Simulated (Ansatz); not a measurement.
Runs of Ansatz 0.2.0 on Al2O3. It takes space group Pnnm (No. 58, orthorhombic). Conventional cell: a = 4.614 Å, b = 9.563 Å, c = 3.120 Å, α = 90.00°, β = 90.00°, γ = 90.00°. Around Al (site symmetry m) lie 4 O at 1.68 to 1.82 Å. Around O (site symmetry 2/m) lie 2 Al at 1.68 Å. O (site symmetry m) has 3 Al at 1.82 Å as nearest neighbours. Measurements of this composition are mostly on another form, of space group No. 167.

```csv
task,level,cell,k mesh,cutoff (eV),points for each segment of the path,gap on the mesh (eV),pressure (GPa),relaxed volume (Å³/atom),largest force (eV/Å)
single point,PBE,as given,6 × 3 × 9,300,-,3.48,(a),-,0.18
band structure,RPBE,as given,6 × 3 × 9,420,10,3.69,3.0,-,0.22
relaxation of cell and atoms,LDA,relaxed,6 × 3 × 9,420,-,3.48,0.0,13.08,0.01
relaxation of cell and atoms,r2SCAN,relaxed,6 × 3 × 9,500,-,(c),0.0,(b),0.01
single point,PBE,as given,4 × 2 × 5,420,-,3.52,0.0,-,0.19
```

Alike in all rows: potentials or basis Ansatz PAW; no spin polarisation; smearing fermi-dirac 0.05 eV.

Question: Fill in the values left out.

Answer: (a) 0.3; (b) 13.32; (c) 4.12.

Caveats: odd divisions of the mesh miss points on the zone boundary, where band edges often lie, so the gap on the mesh can be too wide (some runs); the PAW data sets come from PBE, with cores solved anew for the run's functional, which leaves a small shift of forces and pressure (some runs); the plane-wave basis is chosen anew once the cell has moved, so the energies of steps on either side of that aren't comparable (some runs); the pressure holds a Pulay correction of +19.5 GPa for the finite cutoff (some runs); the cutoff lies under the one recommended for these potentials (some runs).

A k mesh can miss the band edges.
